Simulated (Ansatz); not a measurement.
MoS2:

```xyz
3
Lattice="1.5855 0.9154 6.1150 -1.5855 0.9154 6.1150 0.0000 -1.8308 6.1150" Properties=species:S:1:pos:R:3 pbc="T T T"
Mo    0.0000    0.0000    0.0000
S     0.0000    0.0000    4.5862
S     0.0000    0.0000   13.7587
```

Measurements of this composition are mostly on another form, of space group No. 194.

| Property | Result |
| --- | --- |
| Program | Ansatz 0.2.0 |
| Task | relaxation of cell and atoms |
| Functional | PBEsol |
| Potentials or basis | Ansatz PAW |
| Cutoff | 420 eV (not typed: the program's choice for these potentials) |
| k mesh | 10 × 10 × 10 |
| Occupations | fermi-dirac, width 0.05 eV |
| Spin | no spin polarisation |
| Hubbard terms | Mo d U = 4 eV |

At the start: volume 17.75 Å³/atom.

How do energy, volume and symmetry change on relaxing?

It ends after 5 steps and the volume is 17.11 Å³/atom (-3.6 %); space group R-3m (No. 166, to 0.05 Å).

Step by step:
| step | energy change (eV) | largest force (eV/Å) | volume (Å³) |
| --- | --- | --- | --- |
| 1 | 0.0000 | 0.7254 | 53.25 |
| 2 | -0.0387 | 0.2022 | 50.11 |
| 3 | -0.0453 | 0.0157 | 51.47 |
| 4 | -0.0455 | 0.0034 | 51.34 |
| 5 | -0.0454 | 0.0034 | 51.34 |

Final structure:
```
Mo S
1.0
     1.56097    0.90122    6.08236
    -1.56097    0.90122    6.08236
     0.00000   -1.80245    6.08236
Mo S
1 2
Cartesian
  0.0000 0.0000 0.0000
  0.0000 0.0000 4.4843
  0.0000 0.0000 13.7627
```

Caveat: the plane-wave basis is chosen anew once the cell has moved, so the energies of steps on either side of that aren't comparable; U without spin polarisation on a metal has little footing; the PAW data sets come from PBE, with cores solved anew for the run's functional, which leaves a small shift of forces and pressure.
